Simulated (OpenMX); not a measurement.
Runs of OpenMX 3.8.5 on CuO (Tenorite). The structure is monoclinic, space group Cc (No. 9). The conventional cell has a = 4.689 Å, b = 3.427 Å, c = 5.132 Å, α = 90.00°, β = 99.65°, γ = 90.00°. Around Cu (site symmetry 1) lie 4 O at 1.91 to 2.02 Å. Around O (site symmetry 1) lie 4 Cu at 1.91 to 2.02 Å. 

```tsv
cell	k mesh	pressure (GPa)	largest force (eV/Å)
Cc, 10.16 Å³/atom	11 × 11 × 5	8.6	0.80
Cc, 10.16 Å³/atom	7 × 7 × 5	8.6	0.80
Cc, 10.99 Å³/atom	7 × 7 × 5	-3.3	(b)
Cc, 10.57 Å³/atom	7 × 7 × 5	(a)	0.74
Cc, 9.37 Å³/atom	7 × 7 × 5	25.6	1.01
```

Alike in all rows: task band structure; level PBE; potentials or basis OpenMX 2013 PBE set, Cu6.0H-s3p2d2, O6.0-s2p2d1, grid cutoff 500 Ry; no spin polarisation; smearing fermi-dirac 0.05 eV.

Problem. Fill in the values left out.

Solution. (a) 2.2; (b) 0.71.

Caveats: the basis of atomic orbitals isn't converged, which shifts pressures, moduli and gaps; the run has no spin polarisation, though such a crystal can be magnetic; forces of over 1 eV/Å show positions far from the minimum, so gaps and moduli don't describe the material at rest (some runs).
